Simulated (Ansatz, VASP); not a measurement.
# Two plane-wave programs on Ce

Contents of INCAR:

```
SYSTEM = Ce
PREC = Accurate ; ENCUT = 520
EDIFF = 1E-6 ; ISMEAR = -1
SIGMA = 0.1 ; LREAL = .False.
LASPH = .True. ; NELM = 100
ALGO = Normal ; ISIF = 2
LWAVE = .False. ; LCHARG = .True.
GGA = PE ; LELF = .True.
LVHAR = .True. ; NBANDS = 12
```

Contents of KPOINTS:

```
regular mesh
0
Gamma
  9 9 9
  0 0 0
```

File POSCAR:

```
Ce
1.0
    0.0000000000      2.3774557595      2.3774557595
    2.3774557595      0.0000000000      2.3774557595
    2.3774557595      2.3774557595      0.0000000000
Ce
1
Direct
    0.0000000000      0.0000000000      0.0000000000
```

Input for Ansatz:

```yaml
crystal:
  lattice:
    - [0.0, 2.3774557595, 2.3774557595]
    - [2.3774557595, 0.0, 2.3774557595]
    - [2.3774557595, 2.3774557595, 0.0]
  atoms:
    - { symbol: Ce, position: [0.0, 0.0, 0.0] }
hamiltonian:
  xc: pbe
  pseudopotentials:
    kind: paw
    azcp:
      Ce: "pseudopotentials/Ce.paw.azcp"
basis:
  ecutwfc: 420
  fft_grid_basis: typed
kpoints:
  mp_grid: { grid: [9, 9, 9], shift: [0, 0, 0] }
magnetization:
  spin_polarized: false
scf:
  occupations: { method: fermi_dirac, width: 0.1 }
  lower_state_search: "off"
output:
  stress: true
  write_density: true
  write_potential: true
  elf: true
  volumetric_format: npy
```

Alike in both runs: task single point; functional PBE; k mesh 9 × 9 × 9; occupations fermi-dirac, width 0.1 eV; no spin polarisation.

```csv
,VASP,Ansatz
version,VASP 6.6.1,Ansatz 0.2.0
potentials or method,"VASP PAW PBE potentials, release 64 (Ce)","plane waves (420 eV) with PAW, scalar-relativistic"
plane-wave cutoff (eV),520,420
valence electrons in the cell,12,12
```

|  | VASP | Ansatz | Ansatz less VASP |
| --- | --- | --- | --- |
| pressure (GPa) | -0.3 | -0.1 | +0.21 |

With one functional, cell and mesh, what is left measures potentials, basis and numerics.

Spin-orbit coupling is left out, which matters for the levels of Ce. Spin polarisation is off, so any magnetic state and its effect on volume and gap are missing.
